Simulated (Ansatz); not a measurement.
Wanted: the native input for an Ansatz 0.2.0 run.

```yaml
Task: single point
Functional: PBE
Potentials_or_basis: all-electron LAPW, scalar-relativistic
Cutoff: 155 eV (chosen from the basis error)
Basis_error_allowed: 0.001 eV/atom
k_mesh: 7 × 7 × 7
Occupations: gaussian, width 0.1 eV
Spin: no spin polarisation
```

The system is PbS.

```
CELL_PARAMETERS angstrom
3.65366 0.00000 0.00000
0.00000 3.65366 0.00000
0.00000 0.00000 3.65366
ATOMIC_POSITIONS crystal
Pb 0.00000 0.00000 0.00000
S 0.50000 0.50000 0.50000
```

Measurements of this composition are mostly on another form, of space group No. 225.

One way to write it, as run:

input.yaml

```yaml
crystal:
  lattice:
    - [3.653659, 0.0, 0.0]
    - [0.0, 3.653659, 0.0]
    - [0.0, 0.0, 3.653659]
  atoms:
    - { symbol: Pb, position: [0.0, 0.0, 0.0] }
    - { symbol: S, position: [0.5, 0.5, 0.5] }
kpoints:
  mp_grid: { grid: [7, 7, 7] }
scf:
  occupations: { method: gaussian, width: 0.1 }
hamiltonian:
  xc: pbe
  pseudopotentials: { kind: all_electron, lapw: { basis_error: 0.001 } }
output:
  forces: true
  stress: true
  eigenvalues: true
```

Potentials or basis: all-electron LAPW, scalar-relativistic.

Launch:

```console
$ ansatz run input.yaml --threads 1 --pin off --max-ram 3072MiB --backend cpu --events-out ev --progress --plain --runs-dir out
```

It gave:

```
Pressure : 0.0 GPa
```

Wall time 4.8 s on 1 thread of Arm Neoverse V2 (shared host), peak memory 0.26 GiB.
